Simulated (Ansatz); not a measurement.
# Molecular dynamics of ZrO2

Input file:

```yaml
crystal:
  lattice:
    - [-3.612, -3.612, 0.0]
    - [3.612, -3.612, 0.0]
    - [0.0, 0.0, 5.212]
  atoms:
    - { symbol: Zr, position: [0.5, 0.5, 0.0] }
    - { symbol: Zr, position: [0.0, 0.5, 0.5] }
    - { symbol: O, position: [0.25, 0.25, 0.201] }
    - { symbol: O, position: [0.25, 0.25, 0.701] }
    - { symbol: O, position: [0.25, 0.75, 0.299] }
    - { symbol: O, position: [0.25, 0.75, 0.799] }
    - { symbol: Zr, position: [0.0, 0.0, 0.0] }
    - { symbol: Zr, position: [0.5, 0.0, 0.5] }
    - { symbol: O, position: [0.75, 0.75, 0.201] }
    - { symbol: O, position: [0.75, 0.75, 0.701] }
    - { symbol: O, position: [0.75, 0.25, 0.299] }
    - { symbol: O, position: [0.75, 0.25, 0.799] }
basis:
  ecutwfc: 420.0
kpoints:
  mp_grid: { grid: [2, 2, 2] }
hamiltonian:
  xc: pbesol
scf:
  occupations: { method: fermi_dirac, width: 0.17 }
  lower_state_search: "off"
md:
  timestep: 1
  n_steps: 200
  ensemble: nvt_langevin
  temperature: 2000.0
  initial_velocities: maxwell_boltzmann
  seed: 826503
  friction: 0.02
```

Command:

```bash
$ ansatz run input.yaml --threads 1 --pin off --max-ram 3072MiB --backend cpu --events-out ev --progress --plain --runs-dir out
```

It starts from an unrelaxed structure (largest force component 0.17 eV/Å).

Output, in part (step lines):

```
md step     0: t =     0.00 fs  T =  1833.3 K  F+E_penalty+E_count = -21022.60624157 eV  E_kin = 2.843720 eV  (8 SCF iters)
md step     1: t =     1.00 fs  T =  1852.7 K  F+E_penalty+E_count = -21022.58523538 eV  E_kin = 2.873803 eV  (8 SCF iters)
md step     2: t =     2.00 fs  T =  1696.9 K  F+E_penalty+E_count = -21022.54041777 eV  E_kin = 2.632061 eV  (8 SCF iters)
md step     3: t =     3.00 fs  T =  1666.9 K  F+E_penalty+E_count = -21022.47423461 eV  E_kin = 2.585567 eV  (8 SCF iters)
md step     4: t =     4.00 fs  T =  1808.3 K  F+E_penalty+E_count = -21022.38719703 eV  E_kin = 2.804840 eV  (8 SCF iters)
md step     5: t =     5.00 fs  T =  1509.2 K  F+E_penalty+E_count = -21022.28896779 eV  E_kin = 2.340917 eV  (6 SCF iters)
md step     6: t =     6.00 fs  T =  1388.1 K  F+E_penalty+E_count = -21022.18933855 eV  E_kin = 2.153118 eV  (6 SCF iters)
md step     7: t =     7.00 fs  T =  1315.1 K  F+E_penalty+E_count = -21022.08755410 eV  E_kin = 2.039870 eV  (6 SCF iters)
[... lines left out ...]
md step   199: t =   199.00 fs  T =  1400.2 K  F+E_penalty+E_count = -21020.16448028 eV  E_kin = 2.171910 eV  (6 SCF iters)
md step   200: t =   200.00 fs  T =  1626.1 K  F+E_penalty+E_count = -21020.19422366 eV  E_kin = 2.522254 eV  (8 SCF iters)
```

The steps, from the saved trajectory:

| time (fs) | T (K) | potential energy less start (eV) |
| --- | --- | --- |
| 0.0 | 1833 | 0.000 |
| 6.0 | 1388 | 0.417 |
| 12.0 | 742 | 0.956 |
| 18.0 | 803 | 1.231 |
| 24.0 | 862 | 1.442 |
| 30.0 | 855 | 1.783 |
| 36.0 | 756 | 2.041 |
| 42.0 | 1110 | 1.796 |
| 48.0 | 1554 | 1.638 |
| 54.0 | 1886 | 1.705 |
| 60.0 | 1790 | 2.226 |
| 66.0 | 1729 | 3.020 |
| 72.0 | 1920 | 2.987 |
| 78.0 | 1578 | 2.984 |
| 84.0 | 1434 | 2.861 |
| 90.0 | 1708 | 2.344 |
| 96.0 | 2085 | 1.770 |
| 102.0 | 1848 | 1.517 |
| 108.0 | 1423 | 1.804 |
| 114.0 | 1273 | 2.233 |
| 120.0 | 1814 | 2.054 |
| 126.0 | 2272 | 1.998 |
| 132.0 | 2169 | 2.707 |
| 138.0 | 2099 | 3.138 |
| 144.0 | 1799 | 3.199 |
| 150.0 | 2337 | 2.811 |
| 156.0 | 2052 | 2.371 |
| 162.0 | 2011 | 2.309 |
| 168.0 | 1891 | 2.570 |
| 174.0 | 1693 | 2.640 |
| 180.0 | 1863 | 2.336 |
| 186.0 | 1683 | 2.274 |
| 192.0 | 1304 | 2.439 |
| 198.0 | 1289 | 2.471 |

The run went to its last step. A run of 0.2 ps of so small a system gives no equilibrium averages. Limits of this set-up: coarse k mesh.

Mean squared displacements from the first frame to the last, about the centre of mass: Zr 0.05 Å², O 0.12 Å².

Last frame:

```xyz
12
Lattice="-3.6120 -3.6120 0.0000 3.6120 -3.6120 0.0000 0.0000 0.0000 5.2120" Properties=species:S:1:pos:R:3
Zr 0.165 -3.882 -0.293
Zr 1.778 -1.710 2.425
O 0.038 -1.936 0.888
O 0.069 -1.732 3.637
O 1.997 -3.401 0.977
O 1.626 -3.772 3.747
Zr 0.109 -0.034 0.080
Zr -1.711 -2.056 2.625
O 0.179 -5.418 1.018
O 0.021 -5.945 3.641
O -1.750 -3.719 1.136
O -1.718 -3.693 3.647
```

The run took 9.7 min on 1 thread of Arm Neoverse V2, on a shared host, peak memory 0.45 GiB.
